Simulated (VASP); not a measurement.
Shape and ions are relaxed at each volume.

Energy against volume of InN (wurtzite). Level of theory: r2SCAN meta-GGA, VASP's PBE PAW potentials (set 64) (plane waves; VASP).

```
V (Å³/atom)  E (eV/atom)
-----------  -----------
14.699         -15.94165
15.168         -15.96311
15.637         -15.97005
16.106         -15.96481
16.575         -15.94922
```

Q: Fit a third-order Birch-Murnaghan equation of state.

A: 
```
Property                                         Result
---------------------------------------  --------------
volume per atom                          15.66 Å^3/atom
bulk modulus                                    138 GPa
pressure derivative of the bulk modulus            4.66
```

Measured: bulk modulus 126 GPa (computed value off by +10.0 %), as given by Phys. Rev. B 49, 14 (GaN and InN under pressure), abstract. The calculation is for a static lattice, while the measured bulk modulus holds thermal and zero-point effects, which are part of the difference.

The compound is InN in the wurtzite structure. It was relaxed first.
